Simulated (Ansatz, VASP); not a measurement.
# CdS (Hawleyite): VASP beside Ansatz

File INCAR:

```
PREC = Accurate
ENCUT = 520
EDIFF = 1E-6
ISMEAR = -1
SIGMA = 0.05
LREAL = False
LASPH = True
NELM = 100
ALGO = Normal
ISIF = 2
LWAVE = False
LCHARG = False
GGA = PE
NBANDS = 16
```

File KPOINTS:

```
Automatic mesh
0
Gamma
  8 8 8
```

The input POSCAR:

```
CdS
1.0
    0.0000000000      2.9548794012      2.9548794012
    2.9548794012      0.0000000000      2.9548794012
    2.9548794012      2.9548794012      0.0000000000
Cd S
1 1
Direct
    0.0000000000      0.0000000000      0.0000000000
    0.7500000000      0.7500000000      0.7500000000
```

Contents of input.yaml:

```yaml
crystal:
  lattice:
    - [0.0, 2.9548794012, 2.9548794012]
    - [2.9548794012, 0.0, 2.9548794012]
    - [2.9548794012, 2.9548794012, 0.0]
  atoms:
    - { symbol: Cd, position: [0.0, 0.0, 0.0] }
    - { symbol: S, position: [0.75, 0.75, 0.75] }
kpoints:
  mp_grid: { grid: [8, 8, 8] }
scf:
  occupations: { method: fermi_dirac, width: 0.05 }
hamiltonian:
  xc: pbe
  pseudopotentials: { kind: all_electron, lapw: { basis_error: 0.0005 } }
output:
  forces: true
  stress: true
  eigenvalues: true
```

Change from the starting cell: volume scaled by 1.04.

Alike in both runs: task single point; functional PBE; k mesh 8 × 8 × 8; occupations fermi-dirac, width 0.05 eV; no spin polarisation.

|  | VASP | Ansatz |
| --- | --- | --- |
| version | VASP 6.6.1 | Ansatz 0.2.0 |
| potentials or method | VASP PAW PBE potentials, release 64 (Cd, S) | all-electron LAPW, scalar-relativistic |
| plane-wave cutoff (eV) | 520 | see its input |

Ansatz gave:

- gap on the k mesh at the Fermi level (eV): 1.06
- least direct gap on the mesh (eV): 1.06
- pressure (GPa): 0.5

Question: Estimate VASP's values.

Answer: gap on the k mesh at the Fermi level (eV): 1.06; least direct gap on the mesh (eV): 1.06; pressure (GPa): 0.8.

Ansatz ran all-electron here, so the differences hold the error of VASP's frozen core and of both bases.
